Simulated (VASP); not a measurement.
# MnO2 (P-3m1) in VASP: notebook, part 2 of 2

VASP 6.6.1. The steps go on from the part before.

## Step 5: Single point, r2SCAN, collinear spin, ferromagnetic start

Contents of INCAR:

```
SYSTEM = MnO2
PREC = Accurate ; ENCUT = 460
EDIFF = 1E-5 ; ISMEAR = 0
SIGMA = 0.05 ; LREAL = .FALSE.
LASPH = .TRUE. ; NELM = 100
ALGO = Normal ; ISIF = 2
LWAVE = .FALSE. ; LCHARG = .FALSE.
ISPIN = 2 ; MAGMOM = 4 0 0
LORBIT = 11 ; LMAXMIX = 4
METAGGA = R2SCAN ; LMIXTAU = .TRUE.
ADDGRID = .FALSE.
```

Contents of KPOINTS:

```
Automatic mesh
0
G
  8 8 4
  0 0 0
```

Contents of POSCAR:

```
MnO2
1.0
    2.8565781804      0.0000000000      0.0000000000
   -1.4282890902      2.4738692722      0.0000000000
    0.0000000000      0.0000000000      4.6013740589
Mn O
1 2
Direct
    0.0000000000      0.0000000000      0.5000000000
    0.3333333333      0.6666666667      0.7062925700
    0.6666666667      0.3333333333      0.2937074300
```

Potentials or basis: VASP PAW PBE potentials, release 64 (Mn_pv, O).

On the command line:

```bash
$ cat potpaw_PBE.64/Mn_pv/POTCAR potpaw_PBE.64/O/POTCAR > POTCAR
$ mpirun -np 1 vasp_std > vasp.out
```

OUTCAR:

```text
SYSTEM = MnO2
   PREC = Accurate
   ENCUT = 460
   EDIFF = 1E-5
   ISMEAR = 0
   LREAL = .FALSE.
   LASPH = .TRUE.
   NELM = 100
   ISIF = 2
   ISPIN = 2
   LORBIT = 11
   METAGGA = R2SCAN

 Found     35 irreducible k-points:

 Following reciprocal coordinates:
            Coordinates               Weight
  0.000000  0.000000  0.000000      1.000000
  0.125000  0.000000  0.000000      6.000000
  0.250000  0.000000  0.000000      6.000000
  0.375000  0.000000  0.000000      6.000000
  0.500000  0.000000  0.000000      3.000000
  0.125000  0.125000  0.000000      6.000000
   k-points           NKPTS =     35   k-points in BZ     NKDIM =     35   number of bands    NBANDS=     18
[... 347 lines left out ...]
      direct lattice vectors                 reciprocal lattice vectors
     2.856578180  0.000000000  0.000000000     0.350069187  0.202112539  0.000000000
    -1.428289090  2.473869272  0.000000000     0.000000000  0.404225078  0.000000000
     0.000000000  0.000000000  4.601374059     0.000000000  0.000000000  0.217326387

 POSITION                                       TOTAL-FORCE (eV/Angst)
 -----------------------------------------------------------------------------------
      0.00000      0.00000      2.30069         0.000000      0.000000      0.000000
     -0.00000      1.64925      3.24992        -0.000000      0.000000      0.006948
      1.42829      0.82462      1.35146         0.000000      0.000000     -0.006948
 -----------------------------------------------------------------------------------
    total drift:                                0.000000     -0.000000      0.000000

  FREE ENERGIE OF THE ION-ELECTRON SYSTEM (eV)
  ---------------------------------------------------
  free  energy   TOTEN  =       -32.5397817843 eV

  energy  without entropy=      -32.5397817843  energy(sigma->0) =      -32.53978178

 total charge

# of ion       s       p       d       tot
------------------------------------------
    1        0.383   6.468   4.862  11.712
    2        1.594   3.449   0.000   5.043
    3        1.594   3.449   0.000   5.043
--------------------------------------------------
tot          3.571  13.365   4.862  21.798

 magnetization (x)

# of ion       s       p       d       tot
------------------------------------------
    1        0.030   0.039   2.865   2.933
    2        0.004   0.003   0.000   0.007
    3        0.004   0.003   0.000   0.007
--------------------------------------------------
tot          0.037   0.045   2.865   2.948
```

OSZICAR:

```text
N       E                     dE             d eps       ncg     rms          rms(c)
DAV:   1     0.231277398718E+03    0.23128E+03   -0.14552E+04  2520   0.150E+03
DAV:   2    -0.302561859303E+02   -0.26153E+03   -0.25265E+03  2814   0.420E+02
DAV:   3    -0.463504772775E+02   -0.16094E+02   -0.16018E+02  2716   0.116E+02
DAV:   4    -0.465410921931E+02   -0.19061E+00   -0.19046E+00  2722   0.138E+01
DAV:   5    -0.465433317565E+02   -0.22396E-02   -0.22394E-02  2686   0.155E+00    0.319E+01
DAV:   6    -0.363189580195E+02    0.10224E+02   -0.80383E+01  2786   0.101E+02    0.293E+01
DAV:   7    -0.326624556163E+02    0.36565E+01   -0.50352E+01  2718   0.792E+01    0.135E+01
DAV:   8    -0.322627154773E+02    0.39974E+00   -0.30310E+00  2618   0.204E+01    0.521E+00
DAV:   9    -0.324677550873E+02   -0.20504E+00   -0.95621E-01  2636   0.954E+00    0.285E+00
DAV:  10    -0.325247366848E+02   -0.56982E-01   -0.10383E-01  2594   0.325E+00    0.105E+00
DAV:  11    -0.325385160917E+02   -0.13779E-01   -0.31201E-02  2792   0.175E+00    0.404E-01
DAV:  12    -0.325395479808E+02   -0.10319E-02   -0.26141E-03  2612   0.488E-01    0.169E-01
DAV:  13    -0.325396601529E+02   -0.11217E-03   -0.78834E-04  3132   0.343E-01    0.584E-02
DAV:  14    -0.325397600234E+02   -0.99871E-04   -0.17100E-04  2770   0.145E-01    0.318E-02
DAV:  15    -0.325397844934E+02   -0.24470E-04   -0.23363E-05  2336   0.492E-02    0.130E-02
DAV:  16    -0.325397817843E+02    0.27092E-05   -0.66816E-06  1448   0.327E-02
   1 F= -.32539782E+02 E0= -.32539782E+02  d E =-.109092E-10  mag=     3.0001
```

It took 52 s on 1 thread of Intel Xeon 6975P-C (Granite Rapids), shared host; peak memory 0.16 GiB.

The run converged, but some of its settings lie outside the range that counts as converged, so its numbers aren't taken as properties of the crystal.

Results:

* Free energy: -32.5398 eV
* Pressure: -0.8 GPa
* Largest force: 0.007 eV/Å
* Band gap on the k mesh: 1.88 eV, indirect (least direct gap 1.98 eV)
* Net moment: 3.00 μB per cell
* Site moments: Mn +2.93; O +0.01 μB
* Valence electrons inside the program's atomic spheres: Mn 11.71; O 5.04

Caveat: the cutoff is under 1.25 times the usual one of these potentials, so pressure, stress and relaxed cells hold a basis-set (Pulay) error; the PAW data sets were made with another functional, which shifts forces and pressure a little; a cell with one magnetic atom can't hold antiferromagnetic order, which such compounds often take.

## Step 6: Single point, r2SCAN, collinear spin, ferromagnetic start

INCAR is that of step 5.

KPOINTS is that of step 5.

Contents of POSCAR:

```
MnO2
1.0
    2.8565781804      0.0000000000      0.0000000000
   -1.4282890902      2.4738692722      0.0000000000
    0.0000000000      0.0000000000      4.6013740589
Mn O
1 2
Direct
    0.0186700000     -0.0033200000      0.4886240000
    0.3165570000      0.6444560000      0.7182440000
    0.6490790000      0.3390650000      0.3129550000
```

Potentials or basis: VASP PAW PBE potentials, release 64 (Mn_pv, O).

On the command line:

```bash
$ cat potpaw_PBE.64/Mn_pv/POTCAR potpaw_PBE.64/O/POTCAR > POTCAR
$ mpirun -np 1 vasp_std > vasp.out
```

Run time: 2.9 min. Hardware: 1 thread of Intel Xeon 6975P-C (Granite Rapids), shared host; peak memory 0.23 GiB.

These settings aren't checked as converged: the numbers below hold their error.

What came out:

| Property | Result |
| --- | --- |
| Free energy | -32.1934 eV |
| Pressure | 5.3 GPa |
| Largest force | 4.183 eV/Å |
| Band gap on the k mesh | 1.77 eV, indirect (least direct gap 1.79 eV) |
| Net moment | 3.00 μB per cell |
| Site moments | Mn +2.90; O -0.02, +0.06 μB |
| Valence electrons inside the program's atomic spheres | Mn 11.79; O 5.00, 5.11 |

Caveat: the cutoff is under 1.25 times the usual one of these potentials, so pressure, stress and relaxed cells hold a basis-set (Pulay) error; the PAW data sets were made with another functional, which shifts forces and pressure a little; a cell with one magnetic atom can't hold antiferromagnetic order, which such compounds often take.

## Step 7: For comparison

An earlier run on the cell as given: functional PBE; potentials or basis VASP PAW PBE potentials, release 64 (Mn_pv, O); cutoff 520 eV; k mesh 11 × 11 × 6; occupations fermi-dirac, width 0.05 eV; collinear spin, ferromagnetic start; starting moments [4.0, 0.0, 0.0] μB.

- Pressure: 5.8 GPa
- Largest force: 0.310 eV/Å
- Band gap on the k mesh: 0.81 eV, indirect (least direct gap 0.87 eV)
- Net moment: 3.00 μB per cell
- Site moments: Mn +2.83; O +0.04 μB
- Valence electrons inside the program's atomic spheres: Mn 11.75; O 5.00
